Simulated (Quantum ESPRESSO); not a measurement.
## Ba under changes of volume

One of the cells (62.989 Å³/atom); the others are scaled copies at fixed shape and fractional positions:

```
Ba
1.0
    -2.50650    2.50650    2.50650
     2.50650   -2.50650    2.50650
     2.50650    2.50650   -2.50650
Ba
1
Direct
  0.00000 0.00000 0.00000
```

```yaml
Program: Quantum ESPRESSO 7.5
Functional: LDA
Potentials_or_basis: GBRV 1.5 LDA
Cutoff: 612 eV
Density_cutoff: 4898 eV
k_mesh: 8 × 8 × 8
Occupations: fermi-dirac, width 0.05 eV
Spin: no spin polarisation
```

```tsv
volume (Å³/atom)	energy over the lowest point (meV/atom)	pressure (GPa)
59.209	0.00	-0.9
60.469	7.74	-1.1
61.729	16.80	-1.2
62.989	26.95	-1.4
64.249	38.21	-1.5
65.508	50.35	-1.6
66.768	?	?
```

Question: What does the run at 66.768 Å³/atom give?

Answer: Energy over the lowest point 63.23 meV/atom; pressure -1.7 GPa.

Worked out: A Birch-Murnaghan fit of order 3 (a polynomial in V^(-2/3)) to the other rows has no minimum within the range. It gives 63.36 meV/atom at 66.768 Å³/atom, against the run's 63.23, and -dE/dV = -1.7 GPa, against -1.7.

Energies are extrapolated to zero smearing.
